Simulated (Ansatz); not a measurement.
# Al (Fm-3m) in Ansatz: further runs, part 3 of 3

Ansatz 0.2.0. The steps go on from the part before.

### Step 5. Projected density of states, LDA, non-collinear spin, ferromagnetic start

Contents of input.yaml:

```yaml
crystal:
  lattice:
    - [0.0, 2.024805, 2.024805]
    - [2.024805, 0.0, 2.024805]
    - [2.024805, 2.024805, 0.0]
  atoms:
    - { symbol: Al, position: [0.0, 0.0, 0.0], spin: 0.501, spin_axis: [0.707107, 0.707107, 0.0] }
kpoints:
  mp_grid: { grid: [8, 8, 8] }
  band_path:
    path:
      - [0.0, 0.0, 0.0]
      - [0.5, 0.0, 0.5]
      - [0.5, 0.25, 0.75]
      - [0.375, 0.375, 0.75]
      - [0.0, 0.0, 0.0]
      - [0.5, 0.5, 0.5]
      - [0.625, 0.25, 0.625]
      - [0.5, 0.25, 0.75]
    npoints: 12
scf:
  occupations: { method: fermi_dirac, width: 0.01 }
hamiltonian:
  xc: lda
  pseudopotentials: { kind: all_electron, lapw: { basis_error: 0.002 } }
magnetization:
  noncollinear: true
output:
  forces: true
  stress: true
  eigenvalues: true
  fatbands: true
  dos: { projected: true, de: 0.1, e_range: [-10, 6] }
  populations: true
```

Potentials or basis: all-electron LAPW, scalar-relativistic.

Run with:

```bash
ansatz run input.yaml --threads 1 --pin off --max-ram 2560MiB --backend cpu --events-out ev --progress --plain --runs-dir out
```

The log of the run:

```text
Warning: RAYON_NUM_THREADS=1 ignored (pool sized by the plan → 1); use --threads N
Al: projections on atomic orbitals take those of the free atom 1s2 2s2 2p6 3s2 3p1, of charge +0.00 (hamiltonian.pseudopotentials.projection_atoms)
LAPW: plane waves up to 5.526 Å⁻¹, error target 2.0e-3 eV per atom; small_component_spin mean_spin; Al in spheres of 1.432 Å, 11 of its electrons in bands, Dirac shells [] (how accurate: hamiltonian.pseudopotentials.lapw.basis_error, Limitations)
Engine: ansatz 0.2.0, aarch64-unknown-linux-gnu
Pseudopotentials: kind: all_electron
Pseudopotential: Al, LAPW, valence charge 11, lapw/all_electron/scalar/gaussian/Al, Koelling and Harmon's equation, gaussian nucleus
Functional definition: SPW92
  exchange = slater_x
  correlation = pw_c
this run first makes a single point of its starting geometry on two collinear spin channels, or without spin where it has no moments, for its own SCFs to start from. `scf.lower_state_search: off` leaves that single point out
Crystal: 1 atoms, lattice volume = 16.603 Å³
Basis set: ecut = 116.34467679632692 eV, 59 PW (Γ), exchange–correlation at level 2
Bands: 10, of which v1, the nominal top of the filled ones, is band 6 counted from 1 (5 counted from 0)
Symmetry: 48 space group operations
Space group: Fm-3m (ITA 225), of the structure as read, at distance tolerance 2.6e-5 Å
Magnetic group: BNS 225.116 (UNI 1618), of the structure as read, at distance tolerance 2.6e-5 Å
k-points: 29 of 512
Non-local potential: Al, projectors of the file, none
Initial density: superposition of atomic densities (chi_scale 0.1, normalization cell)
Starting moments: Σ|m| = 0.501 μB on 1 of 1 site
Initial wavefunctions: plane waves of lowest kinetic energy (no species holds an atomic orbital)
Functional: x = slater, c = lda
iter 1 solved again at ethr=9.56e-5 eV; its pass at ethr=1.00e-1 eV (dr2=1.05e-2 eV) is discarded
SCF iter   1: F=—  HF=-6582.919277 eV  |F-HF|=—  |Δ(HF+E_count)|=         —  Δρ=1.25e-2 (↑1.25e-2 ↓1.23e-2)  dr2=1.06e-2  dr2_m=1.90e-2  M=0.130 μB ∫|m|=0.130 μB  β_m=0.30  ethr=9.56e-5  ⟨swp⟩=3.1  Hψ=4417  notcnv=0
[...]
SCF 1 converged in 13 iterations: F = -6582.951294 eV  dr2 = 1.39e-15
[...]
SCF iter   1: F=—  HF=-6582.951294 eV  |F-HF|=—  |Δ(HF+E_count)|=         —  Δρ=1.60e-7  dr2=3.05e-14  dr2_m=1.96e-12  ethr=6.22e-9  |M|=2.23e-2 ∫|m|=2.23e-2 μB  β_m=0.30  ⟨swp⟩=8.2  Hψ=5834  notcnv=0
the basis was enlarged: its passes take 3.7 MiB over the memory plan, 1 of 1 planned eigensolver slots
eigensolver tolerance schedule: the retry pair's looser diagonalisation over-reported the residual by 22409174.14 of it (diagonalisation noise at an unbounded share of the residual, at the tolerance the schedule requests for it); recorded, not acted on — ethr = c·dr2/N_el stays at c = 1.0e-1
preconditioner: auto → none  [insulator: Δε(μ)=0.410 eV  Ē_g=13.101 eV  σ=0.010 eV  W_gap=0.74  n_scr=0 (ndim 8)  ℏωp=15.8 eV  f_vac=0.000  D(μ)=2.07/eV (n_scr^D=26)  ε∞_Penn≈2.5]
SCF iter   2: F=-6582.951294 eV  HF=-6582.951294 eV  |F-HF|=3.46e-11  |Δ(HF+E_count)|=  6.85e-10  Δρ=1.29e-7  dr2=1.41e-14  dr2_m=1.26e-12  ethr=1.57e-12 (applied; sched 1.00e-12)  |M|=2.23e-2 ∫|m|=2.23e-2 μB  ⟨swp⟩=4.0  Hψ=1937  notcnv=0
SCF 2 converged in 2 iterations: F = -6582.951294 eV  dr2 = 1.41e-14
NSCF: frozen V_eff on 85 k-points
SCF converged after 2 iterations
Magnetization: |M| = 0.0223 μB,  M = (+0.0158, +0.0158, -0.0000) μB
Absolute magnetization: 0.0223 μB (∫|m|)
  site 0: m = (+0.0123, +0.0123, -0.0000) μB, |m| = 0.0173 μB  (R = 1.43 Å)
Free energy (F): -6582.951294 eV
Harris-Foulkes:  -6582.951294 eV  (|F-HF|=3.46e-11)
Internal energy: -6582.950636 eV  (E = F + TS)
E sigma→0 (E₀):  -6582.950965 eV
Entropy (-TS):   -0.000658 eV (-0.658 meV/atom)
Fermi energy:    9.661598 eV
--- Per-component energies (eV) ---
  E_band       = -502.206074
  E_kinetic    = 6588.458663
  E_xc         = -481.547798
  E_electrostatic = -12689.861501  (all electrons and nuclei)
  E_smearing   = -0.000658  (= −TS)
  E_closure    = 0.000000  (closes the sum)
  E_atoms      = -6578.785301  (free atoms, spherical and without spin; not in F)
  Σ components = -6582.951294   (vs F -6582.951294, Δ=0.00e0)
  Basis errors (estimates in eV, not in F): energy 6.2e-4 per atom: plane waves 6.2e-4 (3.2e-4 summed), levels above the bands 0.0e0, relativity 6.2e-10, radial functions 6.7e-6, core shells 1.1e-14; eigenvalues (radial functions only) 4.3e-5; not estimated: angular momenta, meshes, grids; target (lapw.basis_error) 2.0e-3; muffin-tin radii Al 1.432 Å
--- Forces (eV/Å), atoms counted from 1 ---
  atom   1  Al    -0.00000000    -0.00000000     0.00000000
  max |Σ_I F_I| component: 4.31e-27 eV/Å
--- Stress (GPa, compression-positive) ---
       -3.704511      -0.000000      -0.000000
       -0.000000      -3.704511       0.000000
       -0.000000       0.000000      -3.704511
  P = ⅓ Tr σ = -3.7045 GPa (-37.045 kbar)
--- Band table (eV; the first three rows and the last of 29) ---
  k-point 0: bands = ["-93.0626", "-93.0599", "-55.2534", "-55.2534", "-55.2534", "-55.2502", "-55.2502", "-55.2502", "-1.5238", "-1.4982", "22.0695", "22.0695", "22.0695", "22.0958", "22.0958", "22.0958", "23.3432", "23.3432", "23.3432", "23.3660"]
  k-point 1: bands = ["-93.0622", "-93.0594", "-55.2567", "-55.2539", "-55.2539", "-55.2534", "-55.2507", "-55.2507", "-1.1018", "-1.0763", "17.7794", "17.8050", "21.0742", "21.0742", "21.0993", "21.0993", "24.1051", "24.1299", "24.9008", "24.9008"]
  k-point 2: bands = ["-93.0611", "-93.0584", "-55.2645", "-55.2613", "-55.2551", "-55.2551", "-55.2519", "-55.2519", "0.1559", "0.1815", "12.9462", "12.9718", "20.3019", "20.3019", "20.3268", "20.3268", "23.7923", "23.8172", "24.0950", "24.0950"]
  k-point 28: bands = ["-93.0588", "-93.0561", "-55.2684", "-55.2684", "-55.2651", "-55.2651", "-55.2622", "-55.2589", "8.7184", "8.7184", "8.7449", "8.7449", "9.7587", "9.7829", "10.4878", "10.5118", "25.2254", "25.2254", "25.2511", "25.2511"]
--- Löwdin populations: 1 site ---
  site symbol       q [e]
     0     Al     12.9604
  spilling = 0.003045 (of n_electrons = 13.000000)
```

bands.tsv:

```text
[... 99 lines left out ...]
```

dos.tsv:

```text
# E-E_F[eV]	g_bin_mean(E)[states/eV]	N(E)
# format = ansatz-dos/2
# fermi_ev = 9.661598
# fermi_mp_grid = 8 8 8
# fermi_mp_shift = 0 0 0
# levels_connected = by_spin
# lowest_by_index_e_minus_fermi_ev = 8.788269
# tetrahedron_fermi_ev = 9.537723
# g_bin_mean(E): the states in a bin one row spacing wide, centred on E, divided by that spacing. States that the method places at a single energy (under output.dos.method: tetrahedron, those of a tetrahedron whose four corners have one energy) are counted whole in the row whose bin holds that energy (on the edge of two bins, in the lower row). The sum of g_bin_mean over a run of rows, times the row spacing, is the number of states from half a spacing under the first of them to half a spacing over the last (a plain sum, not the trapezoid rule).
-10.000000	1.233835e-1	8.081348e0
-9.900000	1.304081e-1	8.094066e0
-9.800000	1.352000e-1	8.107374e0
-9.700000	1.377587e-1	8.121050e0
-9.600000	1.391963e-1	8.134885e0
-9.500000	1.427970e-1	8.148957e0
[... 153 lines left out ...]
5.900000	5.785014e-1	1.391283e1
6.000000	5.725695e-1	1.397035e1
```

It took 9.7 s on 1 thread of Arm Neoverse V2, shared host; peak memory 0.24 GiB.

What came out:

- Free energy: -6582.9513 eV
- Pressure: -3.7 GPa
- Band gap along the path: none (metal or under the smearing width)
- Net moment: 0.02 μB per cell
- Absolute moment: 0.02 μB per cell

Levels at the corners of the path, in eV from the Fermi level:
```csv
point,band 9,band 10,band 11,band 12,band 13,band 14,band 15,band 16
Γ,-11.19,-11.16,12.41,12.41,12.41,12.43,12.43,12.43
X,-3.01,-2.98,-1.74,-1.72,5.18,5.21,5.38,5.38
W,-0.94,-0.94,-0.92,-0.92,0.10,0.12,0.83,0.85
K,-1.98,-1.95,-1.45,-1.42,-0.58,-0.56,6.34,6.36
Γ,-11.19,-11.16,12.41,12.41,12.41,12.43,12.43,12.43
L,-4.65,-4.62,-4.52,-4.49,11.04,11.04,11.07,11.07
U,-1.98,-1.95,-1.45,-1.42,-0.58,-0.56,6.34,6.36
W,-0.94,-0.94,-0.92,-0.92,0.10,0.12,0.83,0.85
```

States per cell in windows of 1 eV (zero at the Fermi level; states under -8 eV left out):
| from (eV) | total | Al1 3p | Al1 3s | Al1 2s | Al1 2p | Al1 1s |
| --- | --- | --- | --- | --- | --- | --- |
| -8.0 | 0.22 | 0.14 | 0.08 | 0.00 | 0.00 | 0.00 |
| -7.0 | 0.26 | 0.17 | 0.09 | 0.00 | 0.00 | 0.00 |
| -6.0 | 0.33 | 0.21 | 0.11 | 0.00 | 0.00 | 0.00 |
| -5.0 | 0.32 | 0.23 | 0.09 | 0.00 | 0.00 | 0.00 |
| -4.0 | 0.36 | 0.27 | 0.09 | 0.00 | 0.00 | 0.00 |
| -3.0 | 0.32 | 0.22 | 0.09 | 0.00 | 0.00 | 0.00 |
| -2.0 | 0.36 | 0.25 | 0.10 | 0.00 | 0.00 | 0.00 |
| -1.0 | 0.45 | 0.31 | 0.12 | 0.00 | 0.00 | 0.00 |
| 0.0 | 0.35 | 0.22 | 0.10 | 0.00 | 0.00 | 0.00 |
| 1.0 | 0.46 | 0.27 | 0.13 | 0.00 | 0.00 | 0.00 |
| 2.0 | 0.47 | 0.28 | 0.12 | 0.00 | 0.00 | 0.00 |
| 3.0 | 0.48 | 0.29 | 0.12 | 0.00 | 0.00 | 0.00 |
| 4.0 | 0.55 | 0.34 | 0.12 | 0.00 | 0.00 | 0.00 |
| 5.0 | 0.61 | 0.41 | 0.10 | 0.00 | 0.00 | 0.00 |

Moments on the atoms (μB; x, y, z):
```
Al  0.01 0.01 0.00
```

Caveat: the k mesh is thin for a metal, which can move the energy by tens of meV per atom; the starting moments weren't kept.

### Step 6. Density of states, revPBE-LDA, collinear spin, ferromagnetic start (cell squeezed)

Contents of input.yaml:

```yaml
crystal:
  lattice:
    - [0.0, 1.9403381767, 1.9403381767]
    - [1.9403381767, 0.0, 1.9403381767]
    - [1.9403381767, 1.9403381767, 0.0]
  atoms:
    - { symbol: Al, position: [0.0, 0.0, 0.0], spin: 0.5 }
kpoints:
  mp_grid: { grid: [11, 11, 11] }
scf:
  occupations: { method: gaussian, width: 0.001 }
  mixing: { algorithm: broyden, beta: 0.7 }
hamiltonian:
  xc: { exchange: revpbe, correlation: lda }
  pseudopotentials: { kind: all_electron, lapw: { basis_error: 0.001 } }
magnetization:
  spin_polarized: true
output:
  forces: true
  stress: true
  eigenvalues: true
  dos: { projected: false, de: 0.1, e_range: [-14, 10] }
```

Potentials or basis: all-electron LAPW, scalar-relativistic.

Run with:

```bash
ansatz run input.yaml --threads 1 --pin off --max-ram 2560MiB --backend cpu --events-out ev --progress --plain --runs-dir out
```

Wall time 3.1 s (1 thread of Arm Neoverse V2, shared host); peak memory 0.22 GiB.

It converged, with:

| Property | Result |
| --- | --- |
| Free energy | -6622.4593 eV |
| Pressure | 17.5 GPa |
| Net moment | 0.06 μB per cell |
| Absolute moment | 0.06 μB per cell |
| Site moments | Al +0.05 μB |

Levels at points of the mesh, in eV from the Fermi level:
Spin up:
| k point | band 5 | band 6 | band 7 | band 8 | band 9 |
| --- | --- | --- | --- | --- | --- |
| (0.00, 0.00, 0.00) | -12.02 | 13.23 | 13.23 | 13.23 | 15.74 |
Spin down:
```
           k point  band 5  band 6  band 7  band 8
(0.00, 0.00, 0.00)  -11.94   13.31   13.31   13.31
```

States per cell in windows of 0.5 eV (zero at the Fermi level; states under -8 eV left out):
```tsv
from (eV)	up	down
-8.0	0.06	0.05
-7.5	0.06	0.06
-7.0	0.06	0.06
-6.5	0.07	0.07
-6.0	0.07	0.07
-5.5	0.08	0.08
-5.0	0.07	0.07
-4.5	0.07	0.07
-4.0	0.08	0.08
-3.5	0.09	0.09
-3.0	0.08	0.09
-2.5	0.07	0.07
-2.0	0.09	0.09
-1.5	0.10	0.10
-1.0	0.09	0.09
-0.5	0.08	0.09
0.0	0.08	0.08
0.5	0.11	0.11
1.0	0.10	0.10
1.5	0.10	0.10
2.0	0.09	0.09
2.5	0.11	0.10
3.0	0.11	0.11
3.5	0.11	0.11
4.0	0.11	0.11
4.5	0.12	0.11
5.0	0.12	0.12
5.5	0.13	0.13
6.0	0.14	0.14
6.5	0.13	0.14
7.0	0.13	0.13
7.5	0.13	0.13
```

### Step 7. Summary

| task | level | potentials or basis | spin | cell | k mesh | cutoff (eV) | smearing | moments locked | scf mixing algorithm | scf mixing beta | basis error allowed | other keys | pressure (GPa) | moment (μB) |
| --- | --- | --- | --- | --- | --- | --- | --- | --- | --- | --- | --- | --- | --- | --- |
| density of states | PBE-PBEsol | all-electron PAW datasets made for the crystal | off | cell strained at random at fixed volume | 11 × 11 × 11 | 140 | fermi-dirac 0.01 eV | - | - | - | - | - | 0.4 | - |
| band structure | revPBE | all-electron PAW datasets made for the crystal | collinear, ferromagnetic start | as given | 11 × 11 × 11 | 140 | cold 0.05 eV | - | - | - | - | - | 0.7 | 0.00 |
| projected density of states | PBE | all-electron LAPW, non-relativistic | collinear, random start, moments held on the sites | cell strained at random at fixed volume | 11 × 11 × 11 | 126 | methfessel-paxton 0.1 eV | each atom's moment, at its start value | - | - | 0.002 eV/atom | - | - | 0.58 |
| projected density of states | LDA | all-electron LAPW, scalar-relativistic | non-collinear, ferromagnetic start | as given | 8 × 8 × 8 | 116 | fermi-dirac 0.01 eV | - | - | - | 0.002 eV/atom | - | -3.7 | 0.02 |
| density of states | revPBE-LDA | all-electron LAPW, scalar-relativistic | collinear, ferromagnetic start | cell squeezed | 11 × 11 × 11 | 149 | gaussian 0.001 eV | - | broyden | 0.7 | 0.001 eV/atom | scf.occupations.method = gaussian; scf.occupations.width = 0.001; … | 17.5 | 0.06 |

Caveats: the starting moments weren't kept (some runs); the program warned that the printed levels may be off, so bands, gaps and densities of states are rough (some runs); the SCF stop doesn't bound the stress (some runs); each atom's moment is held at its typed value, so this isn't a free magnetic state (some runs); the k mesh is thin for a metal, which can move the energy by tens of meV per atom (some runs).

Compare energies only between runs with the same functional and basis.
